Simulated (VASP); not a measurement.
# Li2O (Fm-3m) in VASP: settings compared

Aim: see how the results for Li2O move with the level of theory and the settings. Levels: r2SCAN+rVV10, HSE06, PBE. Tasks: band structure.

All numbers are computed with VASP 6.6.1; they aren't measurements. Logs are shortened: lines on timing, memory, paths and dates and some standing lists are left out, and cuts for length are marked.

## 1. Starting point

The structure is cubic, space group Fm-3m (No. 225). Conventional cell: a = 4.560 Å, b = 4.560 Å, c = 4.560 Å, α = 90.00°, β = 90.00°, γ = 90.00°. O (site symmetry m-3m) is surrounded by 8 Li at 1.97 Å. Li (site symmetry -43m) is surrounded by 4 O at 1.97 Å.

The cell was built by a generator and needn't be a form met in nature.

## 2. Band structure, r2SCAN+rVV10

INCAR

```
SYSTEM = Li2O
PREC = Accurate
ENCUT = 520
EDIFF = 1E-7
ISMEAR = 0
SIGMA = 0.02
LREAL = .FALSE.
LASPH = .TRUE.
NELM = 80
ALGO = Normal
ISIF = 2
LWAVE = .FALSE.
LCHARG = .FALSE.
METAGGA = R2SCAN
LMIXTAU = .TRUE.
LUSE_VDW = .TRUE.
IVDW_NL = 2
BPARAM = 11.95
CPARAM = 0.0093
NBANDS = 13
KPAR = 4
```

KPOINTS

```
Automatic mesh
0
G
  10 10 10
  0 0 0
```

POSCAR

```
Li2O                                    
1.0
   -0.0000000000      2.2798216766      2.2798216766
    2.2798216766     -0.0000000000      2.2798216766
    2.2798216766      2.2798216766      0.0000000000
  O               Li            
     1     2
Direct
     0.0000000000000000    0.0000000000000000    0.0000000000000000
     0.2500000000000000    0.2500000000000000    0.2500000000000000
     0.7500000000000000    0.7500000000000000    0.7500000000000000
```

KPOINTS_OPT

```
path GXWKGLUWLK,UX
20
line-mode
reciprocal
 0.0000000000  0.0000000000  0.0000000000  G
 0.5000000000  0.0000000000  0.5000000000  X

 0.5000000000  0.0000000000  0.5000000000  X
 0.5000000000  0.2500000000  0.7500000000  W

 0.5000000000  0.2500000000  0.7500000000  W
 0.3750000000  0.3750000000  0.7500000000  K

 0.3750000000  0.3750000000  0.7500000000  K
 0.0000000000  0.0000000000  0.0000000000  G

 0.0000000000  0.0000000000  0.0000000000  G
 0.5000000000  0.5000000000  0.5000000000  L

 0.5000000000  0.5000000000  0.5000000000  L
 0.6250000000  0.2500000000  0.6250000000  U

 0.6250000000  0.2500000000  0.6250000000  U
 0.5000000000  0.2500000000  0.7500000000  W

 0.5000000000  0.2500000000  0.7500000000  W
 0.5000000000  0.5000000000  0.5000000000  L

 0.5000000000  0.5000000000  0.5000000000  L
 0.3750000000  0.3750000000  0.7500000000  K

 0.6250000000  0.2500000000  0.6250000000  U
 0.5000000000  0.0000000000  0.5000000000  X
```

Potentials or basis: VASP PAW PBE potentials, release 64 (O, Li_sv).

The run is started by

```sh
$ cat potpaw_PBE.64/O/POTCAR potpaw_PBE.64/Li_sv/POTCAR > POTCAR
$ mpirun -np 4 vasp_std > vasp.out
```

OUTCAR:

```text
SYSTEM = Li2O
   PREC = Accurate
   ENCUT = 520
   EDIFF = 1E-7
   ISMEAR = 0
   LREAL = .FALSE.
   LASPH = .TRUE.
   NELM = 80
   ISIF = 2
   METAGGA = R2SCAN
   IVDW_NL = 2
   BPARAM = 11.95

 ion  position               nearest neighbor table
   1  0.000  0.000  0.000-   3 1.97   3 1.97   3 1.97   2 1.97   3 1.97   2 1.97   2 1.97   2 1.97

   2  0.250  0.250  0.250-   1 1.97   1 1.97   1 1.97   1 1.97   3 2.28   3 2.28   3 2.28   3 2.28
                             3 2.28   3 2.28
   3  0.750  0.750  0.750-   1 1.97   1 1.97   1 1.97   1 1.97   2 2.28   2 2.28   2 2.28   2 2.28
                             2 2.28   2 2.28

  LATTYP: Found a face centered cubic cell.
 ALAT       =     4.5596433532

  Lattice vectors:

 A1 = (   0.0000000000,   2.2798216766,   2.2798216766)
 A2 = (   2.2798216766,   0.0000000000,   2.2798216766)
 A3 = (   2.2798216766,   2.2798216766,   0.0000000000)

Analysis of symmetry for initial positions (statically):
=====================================================================
 Subroutine PRICEL returns:
 Original cell was already a primitive cell.

 Routine SETGRP: Setting up the symmetry group for a
 face centered cubic supercell.

 Subroutine GETGRP returns: Found 48 space group operations
 (whereof 48 operations were pure point group operations)
 out of a pool of 48 trial point group operations.

The static configuration has the point symmetry O_h .

Analysis of symmetry for dynamics (positions and initial velocities):
=====================================================================
 Subroutine PRICEL returns:
 Original cell was already a primitive cell.

 Routine SETGRP: Setting up the symmetry group for a
 face centered cubic supercell.

 Subroutine GETGRP returns: Found 48 space group operations
 (whereof 48 operations were pure point group operations)
 out of a pool of 48 trial point group operations.

The dynamic configuration has the point symmetry O_h .

 Subroutine INISYM returns: Found 48 space group operations
 (whereof 48 operations are pure point group operations),
 and found     1 'primitive' translations

----------------------------------------------------------------------------------------

                                     Primitive cell

  volume of cell :      23.6991

  direct lattice vectors                    reciprocal lattice vectors
     0.000000000  2.279821677  2.279821677    -0.219315399  0.219315399  0.219315399
     2.279821677  0.000000000  2.279821677     0.219315399 -0.219315399  0.219315399
     2.279821677  2.279821677  0.000000000     0.219315399  0.219315399 -0.219315399

  length of vectors
     3.224154735  3.224154735  3.224154735     0.379865413  0.379865413  0.379865413

  position of ions in fractional coordinates (direct lattice)
     0.000000000  0.000000000  0.000000000
     0.250000000  0.250000000  0.250000000
[... 93 lines left out ...]
   EFERMI =   0.00;   METHOD = LEGACY
   ISMEAR =     0;   SIGMA  =   0.02  broadening in eV -4-tet -1-fermi 0-gaus
   EFERMI_NEDOS =   21; number of points for ismear=-14 and -15
   IALGO  =     38    algorithm
   IMIX   =      4    mixing-type and parameters
     AMIX     =   0.40;   BMIX     =  1.00
     AMIX_MAG =   1.60;   BMIX_MAG =  1.00
  volume/ion in A,a.u.               =       7.90        53.31
  Fermi-wavevector in a.u.,A,eV,Ry     =   1.304841  2.465793 23.165427  1.702611
  Thomas-Fermi vector in A             =   2.435750
   LORBIT       =      0    0 simple, 1 ext, 2 COOP (PROOUT), +10 PAW based schemes
   METAGGA = R2SCAN    functional components
   LHFCALC =     F    Hartree Fock is set to
   AEXX    =    0.0000 exact exchange contribution
   IVDW_NL    =     2    kernel type
   BPARAM     =11.9500
   IVDW    =     0    specifies the selected vdW correction
   LEPSILON=     F    determine dielectric tensor
   LRPA    =     F    only Hartree local field effects (RPA)
 non-spin polarized calculation
 Gauss-broadening in eV      SIGMA  =   0.02
  energy-cutoff  :      520.00
  volume of cell :       23.70
 maximum number of plane-waves:       648
   NGX = 11   NGY = 11   NGZ = 11

 number of electron      11.9999994 magnetization

 Free energy of the ion-electron system (eV)
  ---------------------------------------------------
  ext. energy  EPLUGINS =         0.00000000
  ---------------------------------------------------
  free energy    TOTEN  =       -16.47378903 eV

  energy without entropy =      -16.47378903  energy(sigma->0) =      -16.47378903

 E-fermi :   1.4344     XC(G=0): -10.4978

 val. band max:        1.1415957593   @ k =   0.0000   0.0000   0.0000
 cond. band min:       6.8210695842   @ k =   0.5000   0.5000   0.0000
 fundamental gap:      5.6794738249
 Fermi energy:         1.4343687520

 k-point     1 :       0.0000    0.0000    0.0000
  band No.  band energies     occupation
      1     -43.0641      2.00000
      2     -42.7013      2.00000
      3     -15.2899      2.00000
      4       1.1416      2.00000
      5       1.1416      2.00000
      6       1.1416      2.00000
      7       7.5117      0.00000
      8      14.4524      0.00000
      9      14.4524      0.00000
     10      14.4525      0.00000
     11      21.7232      0.00000
     12      21.7232      0.00000
     13      21.7234      0.00000
[... 354 lines left out ...]
  band No.  band energies     occupation
      1     -42.9436      2.00000
      2     -42.7871      2.00000
      3     -15.0939      2.00000
      4      -0.5234      2.00000
      5       0.0028      2.00000
      6       0.0793      2.00000
      7       7.8244      0.00000
      8      15.2575      0.00000
      9      15.6525      0.00000
     10      16.8851      0.00000
     11      17.7759      0.00000
     12      24.1584      0.00000
     13      25.3586      0.00000

 [... further k-points ...]
[... 5 lines left out ...]
  --------------------------------------------------------------------------------------
  -------------------------------------------------------------------------------------
  Total        0.0658981      0.0658981      0.0658981      0.0000000     -0.0000000     -0.0000000
  in kB        4.4550316      4.4550316      4.4550316      0.0000000     -0.0000000     -0.0000000
  external PRESSURE =       4.4550316 kB  Pullay stress =       0.0000000 kB

 VOLUME and BASIS-vectors are now :
 -----------------------------------------------------------------------------
  energy-cutoff  :      520.00
  volume of cell :       23.70
      direct lattice vectors                 reciprocal lattice vectors
     0.000000000  2.279821677  2.279821677    -0.219315399  0.219315399  0.219315399
     2.279821677  0.000000000  2.279821677     0.219315399 -0.219315399  0.219315399
     2.279821677  2.279821677  0.000000000     0.219315399  0.219315399 -0.219315399

 POSITION                                       TOTAL-FORCE (eV/Angst)
 -----------------------------------------------------------------------------------
      0.00000      0.00000      0.00000         0.000000      0.000000     -0.000000
      1.13991      1.13991      1.13991         0.000000      0.000000      0.000000
      3.41973      3.41973      3.41973        -0.000000     -0.000000     -0.000000
 -----------------------------------------------------------------------------------
    total drift:                               -0.000000      0.000000      0.000000

  FREE ENERGIE OF THE ION-ELECTRON SYSTEM (eV)
  ---------------------------------------------------
  free  energy   TOTEN  =       -16.4737890340 eV

  energy  without entropy=      -16.4737890340  energy(sigma->0) =      -16.47378903
```

OSZICAR:

```text
N       E                     dE             d eps       ncg     rms          rms(c)
DAV:   1     0.414750719864E+02    0.41475E+02   -0.60144E+03  1230   0.103E+03
DAV:   2    -0.152229142075E+02   -0.56698E+02   -0.53721E+02  1473   0.229E+02
DAV:   3    -0.210350777559E+02   -0.58122E+01   -0.57558E+01  2295   0.535E+01
DAV:   4    -0.210771215993E+02   -0.42044E-01   -0.42041E-01  1398   0.638E+00
DAV:   5    -0.210774061754E+02   -0.28458E-03   -0.28457E-03  1801   0.409E-01    0.670E+00
DAV:   6    -0.163945947233E+02    0.46828E+01   -0.34800E+00  1421   0.116E+01    0.204E+00
DAV:   7    -0.165534265372E+02   -0.15883E+00   -0.11884E+00  1569   0.773E+00    0.217E+00
DAV:   8    -0.188305489123E+02   -0.22771E+01   -0.35035E+00  1800   0.116E+01    0.304E+00
DAV:   9    -0.165004853015E+02    0.23301E+01   -0.15591E+00  1935   0.827E+00    0.821E-01
DAV:  10    -0.164750397204E+02    0.25446E-01   -0.21596E-01  1550   0.355E+00    0.288E-01
[... 43 further cycles ...]
DAV:   7    -0.956172162674E+04   -0.22715E-05     1835
DAV:   8    -0.956172162677E+04   -0.33577E-07     1297
       N       E                     dE             ncg
DAV:   1     0.157714208270E+05   -0.85133E+04      320
DAV:   2     0.151230654096E+05   -0.64836E+03      400
DAV:   3     0.150537300295E+05   -0.69335E+02      563
DAV:   4     0.150529622829E+05   -0.76775E+00      362
DAV:   5     0.150529580435E+05   -0.42395E-02      392
DAV:   6     0.150529579856E+05   -0.57872E-04      382
DAV:   7     0.150529579846E+05   -0.99124E-06      425
DAV:   8     0.150529579846E+05   -0.14592E-07      287
```

Wall time 42 s (4 MPI ranks of Intel Xeon 6975P-C (Granite Rapids), shared host); peak memory 0.2 GiB.

What came out:

```
Free energy             : -16.4738 eV
Band gap on the k mesh  : 5.68 eV, indirect (least direct gap 6.37 eV)
Band gap along the path : 5.68 eV, indirect (least direct gap 6.37 eV)
```

Levels at the corners of the path, in eV from the valence-band top:
| point | band 4 | band 5 | band 6 | band 7 | band 8 | band 9 |
| --- | --- | --- | --- | --- | --- | --- |
| Γ | 0.00 | 0.00 | 0.00 | 6.37 | 13.31 | 13.31 |
| X | -1.59 | -1.45 | -1.45 | 5.68 | 15.10 | 15.10 |
| X | -1.59 | -1.45 | -1.45 | 5.68 | 15.10 | 15.10 |
| W | -1.89 | -1.51 | -1.51 | 7.97 | 11.68 | 15.82 |
| W | -1.89 | -1.51 | -1.51 | 7.97 | 11.68 | 15.82 |
| K | -2.08 | -1.52 | -1.14 | 7.34 | 13.04 | 14.73 |
| K | -2.08 | -1.52 | -1.14 | 7.34 | 13.04 | 14.73 |
| Γ | 0.00 | 0.00 | 0.00 | 6.37 | 13.31 | 13.31 |
| Γ | 0.00 | 0.00 | 0.00 | 6.37 | 13.31 | 13.31 |
| L | -2.83 | -0.47 | -0.47 | 10.29 | 11.25 | 13.24 |
| L | -2.83 | -0.47 | -0.47 | 10.29 | 11.25 | 13.24 |
| U | -2.08 | -1.52 | -1.14 | 7.34 | 13.04 | 14.73 |
| U | -2.08 | -1.52 | -1.14 | 7.34 | 13.04 | 14.73 |
| W | -1.89 | -1.51 | -1.51 | 7.97 | 11.68 | 15.82 |
| W | -1.89 | -1.51 | -1.51 | 7.97 | 11.68 | 15.82 |
| L | -2.83 | -0.47 | -0.47 | 10.29 | 11.25 | 13.24 |
| L | -2.83 | -0.47 | -0.47 | 10.29 | 11.25 | 13.24 |
| K | -2.08 | -1.52 | -1.14 | 7.34 | 13.04 | 14.73 |
| U | -2.08 | -1.52 | -1.14 | 7.34 | 13.04 | 14.73 |
| X | -1.59 | -1.45 | -1.45 | 5.68 | 15.10 | 15.10 |

Caveat: the cutoff is under 1.25 times the usual one of these potentials, so pressure, stress and relaxed cells hold a basis-set (Pulay) error; the PAW data sets were made with another functional, which shifts forces and pressure a little.

## 3. Band structure, HSE06

POSCAR is that of step 2.

INCAR.step1

```
SYSTEM = Li2O
PREC = Accurate
ENCUT = 520
EDIFF = 1E-5
ISMEAR = 0
SIGMA = 0.02
LREAL = .FALSE.
LASPH = .TRUE.
NELM = 80
ALGO = Normal
ISIF = 2
LWAVE = .TRUE.
LCHARG = .FALSE.
NBANDS = 13
GGA = PE
KPAR = 4
```

INCAR.step2

```
SYSTEM = Li2O
PREC = Accurate
ENCUT = 520
EDIFF = 1E-7
ISMEAR = 0
SIGMA = 0.02
LREAL = .FALSE.
LASPH = .TRUE.
NELM = 80
ALGO = Normal
ISIF = 2
LWAVE = .FALSE.
LCHARG = .FALSE.
GGA = PE
LHFCALC = .TRUE.
HFSCREEN = 0.2
PRECFOCK = Fast
NBANDS = 13
ISTART = 1
KPAR = 4
```

KPOINTS

```
Automatic mesh
0
G
  8 8 8
  0 0 0
```

KPOINTS_OPT, as its differences from that of step 2:

```diff
@@ -1,3 +1,3 @@
 path GXWKGLUWLK,UX
-20
+12
 line-mode
```

Potentials or basis: VASP PAW PBE potentials, release 64 (O, Li_sv).

The run is started by

```sh
$ cat potpaw_PBE.64/O/POTCAR potpaw_PBE.64/Li_sv/POTCAR > POTCAR
$ cp INCAR.step1 INCAR
$ mpirun -np 4 vasp_std > vasp.out
$ cp INCAR.step2 INCAR
$ mpirun -np 4 vasp_std > vasp.out
```

OUTCAR:

```text
SYSTEM = Li2O
   PREC = Accurate
   ENCUT = 520
   EDIFF = 1E-7
   ISMEAR = 0
   LREAL = .FALSE.
   LASPH = .TRUE.
   NELM = 80
   ISIF = 2
   GGA = PE
   LHFCALC = .TRUE.
   HFSCREEN = 0.2
   PRECFOCK = Fast
   ISTART = 1

 ion  position               nearest neighbor table
   1  0.000  0.000  0.000-   3 1.97   3 1.97   3 1.97   2 1.97   3 1.97   2 1.97   2 1.97   2 1.97

   2  0.250  0.250  0.250-   1 1.97   1 1.97   1 1.97   1 1.97   3 2.28   3 2.28   3 2.28   3 2.28
                             3 2.28   3 2.28
[... 585 lines left out ...]
     12      20.7767      0.00000
     13      26.1562      0.00000

 [... further k-points ...]
[... 5 lines left out ...]
  --------------------------------------------------------------------------------------
  -------------------------------------------------------------------------------------
  Total        0.0987186      0.0987186      0.0987186      0.0000000      0.0000000      0.0000000
  in kB        6.6738603      6.6738603      6.6738603      0.0000000      0.0000000      0.0000000
  external PRESSURE =       6.6738603 kB  Pullay stress =       0.0000000 kB

 VOLUME and BASIS-vectors are now :
 -----------------------------------------------------------------------------
  energy-cutoff  :      520.00
  volume of cell :       23.70
      direct lattice vectors                 reciprocal lattice vectors
     0.000000000  2.279821677  2.279821677    -0.219315399  0.219315399  0.219315399
     2.279821677  0.000000000  2.279821677     0.219315399 -0.219315399  0.219315399
     2.279821677  2.279821677  0.000000000     0.219315399  0.219315399 -0.219315399

 POSITION                                       TOTAL-FORCE (eV/Angst)
 -----------------------------------------------------------------------------------
      0.00000      0.00000      0.00000        -0.000000      0.000000     -0.000000
      1.13991      1.13991      1.13991        -0.000000      0.000000     -0.000000
      3.41973      3.41973      3.41973         0.000000     -0.000000      0.000000
 -----------------------------------------------------------------------------------
    total drift:                                0.000000      0.000000      0.000000

  FREE ENERGIE OF THE ION-ELECTRON SYSTEM (eV)
  ---------------------------------------------------
  free  energy   TOTEN  =       -16.7273896719 eV

  energy  without entropy=      -16.7273896719  energy(sigma->0) =      -16.72738967
```

Run time: 9.6 min. Hardware: 4 MPI ranks of Intel Xeon 6975P-C (Granite Rapids), shared host; peak memory 0.32 GiB.

What came out:

| Item | Value |
| --- | --- |
| Free energy | -16.7274 eV |
| Band gap on the k mesh | 6.68 eV, indirect (least direct gap 7.26 eV) |
| Band gap along the path | 6.68 eV, indirect (least direct gap 7.26 eV) |

Levels at the corners of the path, in eV from the valence-band top:
```tsv
point	band 4	band 5	band 6	band 7	band 8	band 9
Γ	0.00	0.00	0.00	7.26	14.08	14.08
X	-1.80	-1.54	-1.54	6.68	16.11	16.11
X	-1.80	-1.54	-1.54	6.68	16.11	16.11
W	-1.97	-1.66	-1.66	9.02	12.69	16.81
W	-1.97	-1.66	-1.66	9.02	12.69	16.81
K	-2.21	-1.70	-1.21	8.37	14.05	15.74
K	-2.21	-1.70	-1.21	8.37	14.05	15.74
Γ	0.00	0.00	0.00	7.26	14.08	14.08
Γ	0.00	0.00	0.00	7.26	14.08	14.08
L	-3.05	-0.50	-0.50	11.41	12.15	14.15
L	-3.05	-0.50	-0.50	11.41	12.15	14.15
U	-2.21	-1.70	-1.21	8.37	14.05	15.74
U	-2.21	-1.70	-1.21	8.37	14.05	15.74
W	-1.97	-1.66	-1.66	9.02	12.69	16.81
W	-1.97	-1.66	-1.66	9.02	12.69	16.81
L	-3.05	-0.50	-0.50	11.41	12.15	14.15
L	-3.05	-0.50	-0.50	11.41	12.15	14.15
K	-2.21	-1.70	-1.21	8.37	14.05	15.74
U	-2.21	-1.70	-1.21	8.37	14.05	15.74
X	-1.80	-1.54	-1.54	6.68	16.11	16.11
```

Caveat: the cutoff is under 1.25 times the usual one of these potentials, so pressure, stress and relaxed cells hold a basis-set (Pulay) error; the PAW data sets were made with another functional, which shifts forces and pressure a little.

## 4. Band structure, PBE, non-collinear spin, zero start, spin-orbit coupling

INCAR

```
SYSTEM = Li2O
PREC = Accurate
ENCUT = 520
EDIFF = 1E-7
ISMEAR = 0
SIGMA = 0.02
LREAL = .FALSE.
LASPH = .TRUE.
NELM = 80
ALGO = Normal
ISIF = 2
LWAVE = .FALSE.
LCHARG = .FALSE.
MAGMOM = 0 0 0 0 0 0 0 0 0
LORBIT = 11
LSORBIT = .TRUE.
GGA_COMPAT = .FALSE.
GGA = PE
NBANDS = 25
KPAR = 4
```

KPOINTS

```
Automatic mesh
0
G
  10 10 10
  0 0 0
```

POSCAR is that of step 3.

KPOINTS_OPT, as its differences from that of step 3:

```diff
@@ -1,3 +1,3 @@
 path GXWKGLUWLK,UX
-12
+20
 line-mode
```

The run is started by

```sh
$ cat potpaw_PBE.64/O/POTCAR potpaw_PBE.64/Li_sv/POTCAR > POTCAR
$ mpirun -np 4 vasp_ncl > vasp.out
```

Run time: 26 s. Hardware: 4 MPI ranks of Intel Xeon 6975P-C (Granite Rapids), shared host; peak memory 0.24 GiB.

The run converged. Its results:

* Free energy: -14.3329 eV
* Net moment: 0.00 μB per cell
* Valence electrons inside the program's atomic spheres: O 5.05; Li 2.13

Moments on the atoms (μB; x, y, z):
```
O   0.00 0.00 0.00
Li  0.00 0.00 0.00
Li  0.00 0.00 0.00
```

Caveat: the cutoff is under 1.25 times the usual one of these potentials, so pressure, stress and relaxed cells hold a basis-set (Pulay) error.

(Part 1 of 2 ends here.)
